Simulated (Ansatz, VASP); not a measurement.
## Two plane-wave programs on InGa3As2

```
CELL_PARAMETERS angstrom
3.29448 0.00000 0.00000
0.00000 3.29448 0.00000
0.00000 0.00000 11.55306
ATOMIC_POSITIONS crystal
In 0.00000 0.00000 0.00000
Ga 0.50000 0.50000 0.19310
Ga 0.50000 0.50000 0.50000
Ga 0.50000 0.50000 0.80690
As 0.00000 0.00000 0.32860
As 0.00000 0.00000 0.67140
```

Change from the starting cell: species swapped into the Al3Ni2Pt type (P4/mmm, No. 123).

Alike in both runs: functional PBE; k mesh 6 × 6 × 2; occupations gaussian, width 0.1 eV; no spin polarisation.

Ansatz relaxed the structure, and its values are those at the end. VASP's run is a single point on that final structure, the one shown.

|  | VASP | Ansatz |
| --- | --- | --- |
| version | VASP 6.6.1 | Ansatz 0.2.0 |
| potentials or method | VASP PAW PBE potentials, release 64 (In_d, Ga_d, As) | scalar-relativistic, plane waves, PAW |
| plane-wave cutoff (eV) | 520 | 420 |
| valence electrons in the cell | 62 | 82 |

VASP gave:

```
gap on the k mesh at the Fermi level (eV) : none
pressure (GPa)                            : 0.2
rms of the force components (eV/Å)        : 0.006
```

Task: What did Ansatz give for the same quantities?

Result: gap on the k mesh at the Fermi level (eV): none; pressure (GPa): 0.1; rms of the force components (eV/Å): 0.002.

A gap of «none» marks a metal or a gap that the smearing closes. The two sets of potentials don't hold the same shells in valence.
